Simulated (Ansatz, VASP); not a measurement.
## Ta in VASP and in Ansatz

```
Ta
1.0
    -1.37615    1.37615    2.22015
     1.37615   -1.37615    2.22015
     1.37615    1.37615   -2.22015
Ta
1
Direct
  0.00000 0.00000 0.00000
```

Alike in both runs: task single point; functional PBE; k mesh 20 × 20 × 20; occupations gaussian, width 0.15 eV; no spin polarisation.

|  | VASP | Ansatz |
| --- | --- | --- |
| version | VASP 6.6.1 | Ansatz 0.2.0 |
| potentials or method | VASP PAW PBE potentials, release 64 (Ta_pv) | scalar-relativistic, plane waves, PAW |
| plane-wave cutoff (eV) | 520 | 420 |
| valence electrons in the cell | 11 | 13 |

```csv
,VASP,Ansatz,Ansatz less VASP
gap on the k mesh at the Fermi level (eV),none,none,-
pressure (GPa),24.2,24.0,-0.25
largest component of the traceless stress (GPa),6.81,6.84,+0.025
```

A gap of «none» marks a metal or a gap that the smearing closes. The functional is the same, so the differences come from potentials, cutoffs and numerics. The two sets of potentials don't hold the same shells in valence.

Caveats: so large a pressure means that the cell lies far from this level's equilibrium, or that cutoff or potentials fall short (VASP). The runs have no spin-orbit coupling, so splittings on Ta are missing.
